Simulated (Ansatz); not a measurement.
Fe, 2 atoms in the cell. The structure is hexagonal, space group P6_3/mmc (No. 194). The conventional cell has a = 2.434 Å, b = 2.434 Å, c = 3.842 Å, α = 90.00°, β = 90.00°, γ = 120.00°. Fe (site symmetry -6m2) is surrounded by 12 Fe at 2.38 to 2.43 Å. This isn't the form of Fe at room conditions, which is bcc.

| Property | Result |
| --- | --- |
| Program | Ansatz 0.2.0 |
| Task | single point |
| Functional | PBE |
| Potentials or basis | Ansatz PAW |
| Cutoff | 420 eV (not typed: the program's choice for these potentials) |
| k mesh | 12 × 12 × 7 |
| Occupations | gaussian, width 0.024 eV |
| Spin | collinear spin, ferromagnetic start |
| Starting moments | [3.0, 3.0] μB |

Potentials or basis: Ansatz PAW.

Run with:

```sh
$ ansatz run input.yaml --threads 2 --pin off --max-ram 5632MiB --backend cpu --events-out ev --progress --plain --runs-dir out
```

Hardware: 2 threads of Intel(R) Xeon(R) Processor @ 2.50GHz (Skylake/Cascade Lake) (shared host).

**Question.** Estimate the wall time of this run.

**Answer.** Run time: 8.3 s on 2 threads of Intel(R) Xeon(R) Processor @ 2.50GHz (Skylake/Cascade Lake) (shared host), peak memory 0.37 GiB. Counts: scf iterations 13, plane waves 391, k points 76, bands 23.
